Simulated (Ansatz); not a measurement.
**Equation of state of KBr**

```
CELL_PARAMETERS angstrom
0.00000 3.29250 3.29250
3.29250 0.00000 3.29250
3.29250 3.29250 0.00000
ATOMIC_POSITIONS crystal
K 0.00000 0.00000 0.00000
Br 0.50000 0.50000 0.50000
```

The cell is COD entry 1010046, as deposited and not checked against the literature; nothing was relaxed. It is an old determination, and later ones may differ.

Levels of theory: DFT, PBE, all-electron LAPW, scalar-relativistic (Ansatz 0.2.0); DFT, PBE, PAW with Ansatz's default frozen-core files, scalar-relativistic (Ansatz 0.2.0).

For LAPW: a Γ-centred 7×7×7 k mesh, Fermi–Dirac smearing of 0.01 eV, basis error target 0.25 meV/atom, no spin polarisation. PAW takes a cutoff of 420 eV at this cell. The Ansatz runs share mesh, smearing and spin set-up. Plane-wave (PAW) pressures include the program's estimate of the Pulay term.

The cell above is scaled evenly, with fractional coordinates and shape held.

```csv
V/V(cell),V (Å³/atom),"P, LAPW (GPa)","P, PAW (GPa)","gap on the k mesh, LAPW (eV)","free energy over the lowest listed, PAW (meV/atom)"
0.9500,33.908,1.83,1.83,4.60,19.5
0.9750,34.800,1.30,1.30,4.52,10.8
1.0000,35.693,0.83,0.83,4.45,4.9
1.0250,36.585,0.43,0.43,4.39,1.4
1.0500,37.477,0.07,0.08,4.33,0.0
```
